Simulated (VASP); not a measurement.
Set up this calculation in VASP 6.6.1, as an ASE script.

| Property | Result |
| --- | --- |
| Task | density of states |
| Functional | RPBE |
| Dispersion | D3(BJ) |
| Potentials or basis | VASP PAW PBE potentials, release 64 (Rb_sv) |
| Cutoff | 520 eV |
| k mesh | 7 × 7 × 7 |
| Occupations | methfessel-paxton, width 0.2 eV |
| Spin | no spin polarisation |
| Further INCAR settings | ALGO = Normal; EDIFF = 1.00e-07; NBANDS = 10 |

The structure of Rb lies in Rb.cif:

```cif
data_Rb
_cell_length_a 5.60500000
_cell_length_b 5.60500000
_cell_length_c 5.60500000
_cell_angle_alpha 90.00000000
_cell_angle_beta 90.00000000
_cell_angle_gamma 90.00000000
_space_group_name_H-M_alt 'Im-3m'
_space_group_name_Hall '-I 4 2 3'
_space_group_IT_number 229
loop_
_space_group_symop_operation_xyz
'x,y,z'
'-x,-y,-z'
'-y,x,z'
'y,-x,-z'
'-x,-y,z'
'x,y,-z'
'y,-x,z'
'-y,x,-z'
'x,-y,-z'
'-x,y,z'
'-y,-x,-z'
'y,x,z'
'-x,y,-z'
'x,-y,z'
'y,x,-z'
'-y,-x,z'
'z,x,y'
'-z,-x,-y'
'z,-y,x'
'-z,y,-x'
'z,-x,-y'
'-z,x,y'
'z,y,-x'
'-z,-y,x'
'-z,x,-y'
'z,-x,y'
'-z,-y,-x'
'z,y,x'
'-z,-x,y'
'z,x,-y'
'-z,y,x'
'z,-y,-x'
'y,z,x'
'-y,-z,-x'
'x,z,-y'
'-x,-z,y'
'-y,z,-x'
'y,-z,x'
'-x,z,y'
'x,-z,-y'
'-y,-z,x'
'y,z,-x'
'-x,-z,-y'
'x,z,y'
'y,-z,-x'
'-y,z,x'
'x,-z,y'
'-x,z,-y'
'x+1/2,y+1/2,z+1/2'
'-x+1/2,-y+1/2,-z+1/2'
'-y+1/2,x+1/2,z+1/2'
'y+1/2,-x+1/2,-z+1/2'
'-x+1/2,-y+1/2,z+1/2'
'x+1/2,y+1/2,-z+1/2'
'y+1/2,-x+1/2,z+1/2'
'-y+1/2,x+1/2,-z+1/2'
'x+1/2,-y+1/2,-z+1/2'
'-x+1/2,y+1/2,z+1/2'
'-y+1/2,-x+1/2,-z+1/2'
'y+1/2,x+1/2,z+1/2'
'-x+1/2,y+1/2,-z+1/2'
'x+1/2,-y+1/2,z+1/2'
'y+1/2,x+1/2,-z+1/2'
'-y+1/2,-x+1/2,z+1/2'
'z+1/2,x+1/2,y+1/2'
'-z+1/2,-x+1/2,-y+1/2'
'z+1/2,-y+1/2,x+1/2'
'-z+1/2,y+1/2,-x+1/2'
'z+1/2,-x+1/2,-y+1/2'
'-z+1/2,x+1/2,y+1/2'
'z+1/2,y+1/2,-x+1/2'
'-z+1/2,-y+1/2,x+1/2'
'-z+1/2,x+1/2,-y+1/2'
'z+1/2,-x+1/2,y+1/2'
'-z+1/2,-y+1/2,-x+1/2'
'z+1/2,y+1/2,x+1/2'
'-z+1/2,-x+1/2,y+1/2'
'z+1/2,x+1/2,-y+1/2'
'-z+1/2,y+1/2,x+1/2'
'z+1/2,-y+1/2,-x+1/2'
'y+1/2,z+1/2,x+1/2'
'-y+1/2,-z+1/2,-x+1/2'
'x+1/2,z+1/2,-y+1/2'
'-x+1/2,-z+1/2,y+1/2'
'-y+1/2,z+1/2,-x+1/2'
'y+1/2,-z+1/2,x+1/2'
'-x+1/2,z+1/2,y+1/2'
'x+1/2,-z+1/2,-y+1/2'
'-y+1/2,-z+1/2,x+1/2'
'y+1/2,z+1/2,-x+1/2'
'-x+1/2,-z+1/2,-y+1/2'
'x+1/2,z+1/2,y+1/2'
'y+1/2,-z+1/2,-x+1/2'
'-y+1/2,z+1/2,x+1/2'
'x+1/2,-z+1/2,y+1/2'
'-x+1/2,z+1/2,-y+1/2'
loop_
_atom_site_label
_atom_site_type_symbol
_atom_site_symmetry_multiplicity
_atom_site_Wyckoff_symbol
_atom_site_fract_x
_atom_site_fract_y
_atom_site_fract_z
_atom_site_occupancy
Rb1 Rb 2 a 0.0000000000 0.0000000000 0.0000000000 1
```

The input as run:

run.py

```python
from ase.calculators.vasp import Vasp
from ase.dft.dos import DOS
from ase.io import read

atoms = read('Rb.cif', primitive_cell=True, subtrans_included=False)
calc = Vasp(
    directory='calc',
    xc='rpbe',
    pp='PBE',
    setups='recommended',
    prec='Accurate',
    encut=520,
    ediff=1e-07,
    ismear=1,
    sigma=0.2,
    lreal=False,
    lasph=True,
    nelm=60,
    algo='Normal',
    isif=2,
    lwave=False,
    lcharg=False,
    ivdw=12,
    lorbit=11,
    kpts=[7, 7, 7],
    gamma=True,
    nbands=10,
)
atoms.calc = calc

print('energy (eV):', atoms.get_potential_energy())
print('free energy (eV):', atoms.get_potential_energy(force_consistent=True))
print('forces (eV/A):')
print(atoms.get_forces())
print('stress (eV/A^3, Voigt):', atoms.get_stress())
print('Fermi level (eV):', calc.get_fermi_level())
dos = DOS(calc, width=0.05, window=(-10, 10), npts=201)
print('E - E_F (eV), DOS (1/eV)')
for e, g in zip(dos.get_energies(), dos.get_dos()):
    print(f'{e:8.3f} {g:10.4f}')
```

Potentials or basis: VASP PAW PBE potentials, release 64 (Rb_sv).

Run with:

```console
$ python run.py
```

Results of the run:

```yaml
Pressure: -1.2 GPa
Band_gap_on_the_k_mesh: none (metal or under the smearing width)
Valence_electrons_inside_the_program's_atomic_spheres: Rb 7.29
Dispersion_energy_per_atom: -0.395 eV
```

Caveat: the PAW data sets were made with another functional, which shifts forces and pressure a little; pairwise dispersion overbinds metals, which lowers pressure and volume.

Wall time 15 s on 1 thread of Intel(R) Xeon(R) Platinum 8488C (Sapphire Rapids), with other jobs on the host, peak memory 0.2 GiB.
